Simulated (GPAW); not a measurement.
A run of GPAW 26.7.0 is set up as follows.

The input run.py:

```python
from ase.calculators.mixing import SumCalculator
from ase.filters import FrechetCellFilter
from ase.io import read, write
from ase.optimize import LBFGS
from dftd4.ase import DFTD4
from gpaw import GPAW, PW

atoms = read('Ti.xyz')

calc = GPAW(mode=PW(600),
            xc='PBE',
            kpts={'size': (11, 11, 11), 'gamma': True},
            occupations={'name': 'fermi-dirac', 'width': 0.05},
            nbands=14,
            convergence={'density': 1e-05, 'forces': 0.0001},
            maxiter=150,
            txt='gpaw.txt')
atoms.calc = SumCalculator([calc, DFTD4(method='pbe')])
opt = LBFGS(FrechetCellFilter(atoms), trajectory='relax.traj', logfile='-')
done = opt.run(fmax=0.02, steps=40)
calc.write('gs.gpw')
write('result.traj', atoms)
print('Converged:', done)
print('Cell:', atoms.cell.cellpar().round(4))
print('Volume:', round(atoms.get_volume(), 4))
print(atoms.get_scaled_positions().round(5))
```

The input Ti.xyz:

```xyz
1
Lattice="-1.6410000000 1.6410000000 1.6410000000 1.6410000000 -1.6410000000 1.6410000000 1.6410000000 1.6410000000 -1.6410000000" Properties=species:S:1:pos:R:3 pbc="T T T"
Ti     0.0000000000      0.0000000000      0.0000000000
```

Potentials or basis: GPAW PAW data sets (gpaw-data 1.2.1), pw.

Command:

```console
$ OMP_NUM_THREADS=1 python run.py
```

**Question.** Estimate the dispersion energy per atom.

**Answer.** -0.208 eV.

**Question.** Predict the relaxed volume.

**Answer.** 16.84 Å³/atom.

**Question.** What does it give for the relaxed cell?

**Answer.** a = 2.797 Å, b = 2.797 Å, c = 2.797 Å, α = 109.47°, β = 109.47°, γ = 109.47°.

**Question.** What does it give for the band gap on the k mesh?

**Answer.** None (metal or under the smearing width).

The path:
```
step  energy change (eV)  largest force (eV/Å)  pressure (GPa)  volume (Å³)
   1              0.0000                0.0000           -4.82        17.68
   2             -0.0072                0.0000           -2.60        17.28
   3             -0.0089                0.0000            0.10        16.84
```

Caveat: later steps reuse the first step's grids; pairwise dispersion overbinds metals, which lowers pressure and volume.
